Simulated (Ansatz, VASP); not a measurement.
## Si: VASP beside Ansatz

```xyz
6
Lattice="-3.4645 3.4645 3.4645 3.4645 -3.4645 3.4645 3.4645 3.4645 -3.4645" Properties=species:S:1:pos:R:3 pbc="T T T"
Si    0.0000    3.4645    1.7323
Si    0.0000    1.7323    3.4645
Si    1.7323    3.4645    0.0000
Si    3.4645    1.7323    0.0000
Si    3.4645    0.0000    1.7323
Si    1.7323    0.0000    3.4645
```

This isn't the form of Si at room conditions, which is diamond.

Alike in both runs: task single point; functional PBE; k mesh 5 × 5 × 5; occupations fermi-dirac, width 0.1 eV; no spin polarisation.

|  | VASP | Ansatz |
| --- | --- | --- |
| version | VASP 6.6.1 | Ansatz 0.2.0 |
| potentials or method | VASP PAW PBE potentials, release 64 (Si) | plane waves, PAW |
| plane-wave cutoff (eV) | 520 | 500 |
| valence electrons in the cell | 24 | 24 |

|  | VASP | Ansatz | Ansatz less VASP |
| --- | --- | --- | --- |
| pressure (GPa) | -4.8 | -4.8 | +0.04 |
